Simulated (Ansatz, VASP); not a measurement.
Two plane-wave programs on ZrC

```
CELL_PARAMETERS angstrom
3.40219 0.00000 0.00000
-1.70110 2.94639 0.00000
0.00000 0.00000 5.22742
ATOMIC_POSITIONS crystal
Zr 0.33333 0.66667 0.25000
Zr 0.66667 0.33333 0.75000
C 0.00000 0.00000 0.00000
C 0.00000 0.00000 0.50000
```

Alike in both runs: task single point; functional PBEsol; k mesh 15 × 15 × 8; occupations gaussian, width 0.1 eV; no spin polarisation.

|  | VASP | Ansatz |
| --- | --- | --- |
| version | VASP 6.6.1 | Ansatz 0.2.0 |
| potentials or method | VASP PAW PBE potentials, release 64 (Zr_sv, C) | scalar-relativistic, plane waves, PAW |
| plane-wave cutoff (eV) | 520 | 420 |
| valence electrons in the cell | 32 | 32 |

VASP gave:

* gap on the k mesh at the Fermi level (eV): none
* pressure (GPa): -6.5
* largest component of the traceless stress (GPa): 2.07

**Question.** Which values does Ansatz return?

**Answer.** gap on the k mesh at the Fermi level (eV): none; pressure (GPa): -6.9; largest component of the traceless stress (GPa): 2.09.

A gap of «none» marks a metal or a gap that the smearing closes.

Caveats: the PAW data sets were made with another functional, which shifts forces and pressure a little (VASP).
